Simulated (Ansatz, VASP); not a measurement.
# ZrGe in two plane-wave programs, part 2 of 2

Wanted: the spread between two codes on one cell, functional and k mesh. The cell is generated by rule, not measured, and may not be a known phase. The cell is taken from a series of runs on this material, whose earlier steps may have relaxed, scaled, displaced or heated it; both programs get it as it stands.

VASP 6.6.1 and Ansatz 0.2.0.

So far: Starting point; VASP: zone-centre phonons, PBE.

The structure was built from a prototype and need not be the compound's stable phase.

## Step 3: Ansatz: zone-centre phonons, PBE

Level of this step: Ansatz beside VASP: Kohn-Sham DFT, plane waves, PBE (Ansatz).

Ansatz runs on its default PAW (the set named soft_2) files.

The same cell, functional, mesh and smearing now go to Ansatz, which takes its cutoff from its data sets.

input.yaml reads:

```yaml
crystal:
  lattice:
    - [4.6779773278, 0.0, 0.0]
    - [-2.3389886639, 4.0512472042, 0.0]
    - [0.0, 0.0, 5.3817859827]
  atoms:
    - { symbol: Zr, position: [0.3333333333, 0.6666666667, -0.0625] }
    - { symbol: Zr, position: [0.6666666667, 0.3333333333, 0.4375] }
    - { symbol: Ge, position: [0.3333333333, 0.6666666667, 0.4375] }
    - { symbol: Ge, position: [0.6666666667, 0.3333333333, 0.9375] }
kpoints:
  mp_grid: { grid: [10, 10, 8] }
hamiltonian:
  xc: pbe
scf:
  occupations: { method: methfessel_paxton, width: 0.15 }
output:
  eigenvalues: true
phonons:
  method: dfpt
```

Command:

```bash
> ansatz run input.yaml --threads 4 --pin off --max-ram 7168MiB --backend cpu --events-out ev --progress --plain --runs-dir out
```

Numbers of over 12 decimals in the logs are rounded to 6 here.

Log:

```text
zone centre: on kpoints.mp_grid the ground state, and the responses unless they are solved on pairs of k-points, stand on 155 of the mesh's 800 k-points, reduced under 4 symmetry operations, with k and −k counted as one. Each operation leaves every solved displacement unchanged or reverses it
Engine: ansatz 0.2.0, aarch64-unknown-linux-gnu
Pseudopotentials: kind: paw
Pseudopotential: Zr, paw, valence charge 12, recommended cutoff 420 eV (normal), Zr.paw.azcp
Pseudopotential: Ge, paw, valence charge 14, recommended cutoff 420 eV (normal), Ge.paw.azcp
Functional definition: PBE
  parameter kappa = 0.804
  parameter beta = 0.066725
  exchange = pbe_x(kappa = kappa, mu = beta*pi^2/3)
  correlation = pbe_c(beta = beta)
Crystal: 4 atoms, lattice volume = 101.994 Å³
Basis set: ecut = 420 eV, 1991 PW (Γ), exchange–correlation on 64×64×80 points (8 copies of the dense FFT grid, shifted against one another)
Bands: 32, of which v1, the nominal top of the filled ones, is band 26 counted from 1 (25 counted from 0)
Symmetry: 24 space group operations
k-points: 155 of 800 (irreducible under 4 space group operations, time reversal used)
Non-local potential: Zr, projectors of the file, l = 0: 3, l = 1: 2, l = 2: 2, l = 3: 2
Non-local potential: Ge, projectors of the file, l = 0: 2, l = 1: 2, l = 2: 3, l = 3: 1
PAW form: soft (Blöchl's): semilocal exchange-correlation on the pseudo side does not see the compensation charge
PAW one-centre angular grid: Zr, 590 points (default); XC on 64 Gauss nodes
PAW one-centre angular grid: Ge, 590 points (default); XC on 64 Gauss nodes
Initial density: superposition of atomic densities (neutral atoms: chi_scale 0, normalization atom), corrected by the library's trained network
Initial wavefunctions: pseudopotential atomic-orbital guess
Functional: x = pbe(κ = 0.804, μ = 0.219515), c = pbe(β = 0.066725)
SCF iter   1: F=—  HF=-16959.093470 eV  |F-HF|=—  |Δ(HF+E_count)|=         —  Δρ=3.08e-3  dr2=1.24e-2  ethr=1.77e-3  ⟨swp⟩=5.0  Hψ=18349  notcnv=0
preconditioner: auto → Kerker (q_TF=auto, 2.439 Å⁻¹)  [metal: Δε(μ)=0.033 eV  Ē_g=5.344 eV  σ=0.150 eV  W_gap=0.18  n_scr=22 (ndim 8)  ℏωp=14.7 eV  f_vac=0.053  D(μ)=0.63/eV (n_scr^D=0)]
SCF iter   2: F=—  HF=-16959.090992 eV  |F-HF|=—  |Δ(HF+E_count)|=   2.48e-3  S|Δr|=    0.00e0  Δρ=1.82e-3  dr2=4.28e-3  ethr=2.38e-5  ⟨swp⟩=1.7  Hψ=7030  notcnv=0
SCF iter   3: F=—  HF=-16959.090013 eV  |F-HF|=—  |Δ(HF+E_count)|=   9.79e-4  S|Δr|=    0.00e0  Δρ=3.31e-4  dr2=1.34e-4  ethr=8.24e-6  ⟨swp⟩=2.1  Hψ=7013  notcnv=0
SCF iter   4: F=—  HF=-16959.090021 eV  |F-HF|=—  |Δ(HF+E_count)|=   7.56e-6  S|Δr|=    0.00e0  Δρ=1.67e-4  dr2=5.36e-5  ethr=2.58e-7  ⟨swp⟩=2.1  Hψ=8062  notcnv=0
SCF iter   5: F=—  HF=-16959.090024 eV  |F-HF|=—  |Δ(HF+E_count)|=   2.75e-6  S|Δr|=    0.00e0  Δρ=7.35e-5  dr2=1.56e-5  ethr=1.03e-7  ⟨swp⟩=2.0  Hψ=7503  notcnv=0
SCF iter   6: F=—  HF=-16959.090033 eV  |F-HF|=—  |Δ(HF+E_count)|=   9.04e-6  S|Δr|=    0.00e0  Δρ=3.13e-5  dr2=2.54e-6  ethr=3.01e-8  ⟨swp⟩=2.0  Hψ=5842  notcnv=0
SCF iter   7: F=—  HF=-16959.090033 eV  |F-HF|=—  |Δ(HF+E_count)|=   5.69e-7  S|Δr|=    0.00e0  Δρ=9.10e-6  dr2=1.08e-7  ethr=4.88e-9  ⟨swp⟩=2.0  Hψ=5999  notcnv=0
SCF iter   8: F=—  HF=-16959.090033 eV  |F-HF|=—  |Δ(HF+E_count)|=   2.08e-8  S|Δr|=    0.00e0  Δρ=2.32e-6  dr2=4.42e-9  ethr=2.08e-10  ⟨swp⟩=2.0  Hψ=6616  notcnv=0
SCF iter   9: F=—  HF=-16959.090033 eV  |F-HF|=—  |Δ(HF+E_count)|=   2.56e-9  S|Δr|=    0.00e0  Δρ=5.99e-7  dr2=4.34e-10  ethr=8.50e-12  ⟨swp⟩=2.0  Hψ=5997  notcnv=0
SCF iter  10: F=—  HF=-16959.090033 eV  |F-HF|=—  |Δ(HF+E_count)|=  4.47e-10  S|Δr|=    0.00e0  Δρ=1.71e-7  dr2=3.39e-11  ethr=1.00e-12  ⟨swp⟩=2.0  Hψ=5872  notcnv=0
SCF iter  11: F=-16959.090033 eV  HF=-16959.090033 eV  |F-HF|=1.09e-11  |Δ(HF+E_count)|=  6.91e-11  S|Δr|=    0.00e0  Δρ=4.23e-8  dr2=1.95e-12  ethr=1.00e-12  ⟨swp⟩=9.0  Hψ=21236  notcnv=0
SCF 1 converged in 11 iterations: F = -16959.090033 eV  dr2 = 1.95e-12
  greatest PAW one-centre occupation: 0.998 electrons in one spin orbital (limit 2), on the Ge atom at site 3 (counted from 0), in its partial waves of l = 2
DFPT response loops at Γ: preconditioner auto → Kerker (q_TF=auto, 2.439 Å⁻¹) (partly filled bands, converged f_vac=0.048); β = 1.00, the filter's whole step (`scf.mixing.beta` (0.50) is not read by the response loops under this deck's `scf.mixing.preconditioner`; to damp them name `kerker` or `kerker_dos`, under which they read `scf.mixing.beta`, and type it under 1.00, their step now; both keys bind the ground state too); Broyden in place of MSR1
SCF converged after 11 iterations
Stability not checked: this state was not tested for a lower state beside it, because cold or Methfessel-Paxton smearing, or corrected tetrahedra, fill the levels in a way that the test cannot read (fill_not_monotonic; see scf.lower_state_search)
Free energy (F): -16959.090033 eV
Harris-Foulkes:  -16959.090033 eV  (|F-HF|=1.09e-11)
Internal energy: -16959.090431 eV  (E = F + TS)
E sigma→0 (E₀):  -16959.090133 eV
Entropy (-TS):   0.000398 eV (0.100 meV/atom)
Fermi energy:    9.202098 eV
--- Per-component energies (eV) ---
  E_band       = -556.320493
  E_kinetic    = 887.353343
  E_local      = -6798.711248  (includes V_loc(G=0)·N_el)
  E_nonlocal   = 995.936946
  E_hartree    = 2827.221172
  E_xc         = -474.530877
  E_vxc        = -511.079545  (∫ρ·V_xc dr)
  E_paw        = -9946.231666  (= ΣΔE_a)
  E_vpaw       = -784.262978  (= ΣTr[D̂ρ^β])
  E_aug_tail   = 0.000628  (compensation charges beyond the density's cutoff)
  E_ewald      = -4450.128730
  E_smearing   = 0.000398  (= −TS)
  E_closure    = 0.000000  (closes the sum)
  Σ components = -16959.090033   (vs F -16959.090033, Δ=0.00e0)
--- Band table (eV; the first three rows and the last of 155) ---
  k-point 0: bands = [... 22 lower, 7.6260, 7.7573, 7.7573, 9.5756, 9.5756, 10.4703, 11.6423, 11.6423, ... 2 higher]
  k-point 1: bands = [... 22 lower, 7.4737, 7.6583, 7.6583, 9.7768, 9.7768, 9.9503, 11.7189, 11.7189, ... 2 higher]
  k-point 2: bands = [... 22 lower, 7.3732, 7.4680, 7.4680, 8.8655, 10.2601, 10.2601, 11.8451, 11.8451, ... 2 higher]
  k-point 154: bands = [... 22 lower, 7.5969, 7.5969, 8.1303, 8.1303, 10.2481, 10.2481, 11.3948, 11.3948, ... 2 higher]
--- Phonons (Γ-DFPT): 4 representative perturbations + reference, on 155 of 800 k-points (Σ response iterations 12) ---
  k mesh reduced under 4 symmetry operations, with k and −k counted as one. Each operation leaves every solved displacement unchanged or reverses it
  ASR residual: 1.496e-5 → 0.000e0 eV/Å²; symmetrization residual: 1.151e-5 eV/Å²
  ASR residual per site (eV/Å²): 1.50e-5 1.50e-5 1.24e-5 1.24e-5
  Γ frequencies (cm⁻¹): 0.00 0.00 0.00 107.68 109.71 109.71 213.60 213.60 226.89 226.89 229.69 257.86
  non-analytic LO–TO correction: not included (Born effective charges unavailable; polar crystals: no LO–TO splitting at Γ)
```

## Step 4: Side by side

Known differences besides the potentials themselves: the cutoff is 420 eV in Ansatz and 500 eV in VASP. Total energies have different zeros and are not compared.

Compared:

```
                  quantity  Ansatz   VASP  difference
     optical mode 1 (cm⁻¹)   107.7  106.5     +1.07 %
optical mode 2 to 3 (cm⁻¹)   109.7  109.0     +0.68 %
optical mode 4 to 5 (cm⁻¹)   213.6  213.6     -0.02 %
optical mode 6 to 7 (cm⁻¹)   226.9  226.9     +0.01 %
     optical mode 8 (cm⁻¹)   229.7  232.7     -1.31 %
     optical mode 9 (cm⁻¹)   257.9  258.4     -0.22 %
```

Modes are paired by rising frequency, not by their patterns, so a pair may set unlike modes beside each other; they are those without the splitting of longitudinal modes.

## Step 5: Outcome

```
r.m.s. difference of the optical zone-centre modes, each program's sorted by frequency (zone-centre phonons, PBE) : 1.2 cm⁻¹
difference in optical mode 8 (zone-centre phonons, PBE)                                                           : -1.3 %
```

**Reading.** The r.m.s. difference of the optical zone-centre modes, each program's sorted by frequency is 1.2 cm⁻¹ (zone-centre phonons, PBE). Among the rows given in per cent, the largest difference of the zone-centre phonons, PBE pair is in optical mode 8, -1.3 %. How closely two codes agree says nothing of how well the functional describes the real material.

[Lines on the potential files, build, host, timing and source positions are cut from VASP's logs without a mark.]

[Logs are printed without paths, hosts, clocks, repeated set-up lines and the standing remarks that a program may print on its own settings, such as how far it seeks lower states.]

[Hosts, paths, dates, database ids (printed as entryN), source tags and the programs' standing remarks are cut or masked in the printed files.]
